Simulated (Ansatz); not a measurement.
The system is LiF (Griceite).

```
CELL_PARAMETERS angstrom
0.00000 2.01400 2.01400
2.01400 0.00000 2.01400
2.01400 2.01400 0.00000
ATOMIC_POSITIONS crystal
F 0.50000 0.50000 0.50000
Li 0.00000 0.00000 0.00000
```

Program: Ansatz 0.2.0. Alike in all runs: cell as given.

Problem. Order these runs on this cell by their band gap on the k mesh, lowest first.
A. level PBE; potentials or basis Ansatz PAW earlier set; spin off; k mesh 11 × 11 × 11; cutoff (eV) 1050; smearing gaussian 0.05 eV
B. level PBEsol; potentials or basis Ansatz PAW; spin collinear, ferromagnetic start; k mesh 11 × 11 × 11; cutoff (eV) 420; smearing gaussian 0.02 eV; other keys basis.ecutrho_ratio = 9; accuracy = high
C. level r2SCAN0; potentials or basis Ansatz PAW; spin off; k mesh 7 × 7 × 7; cutoff (eV) 500; smearing fixed; other keys crystal.symmetry = detect False

Solution. B (8.92 eV), A (9.07 eV), C (12.78 eV).

Caveats: odd divisions of the mesh miss points on the zone boundary, where band edges often lie, so the gap on the mesh can be too wide; the starting moments weren't kept (some runs).

A k mesh can miss the band edges.
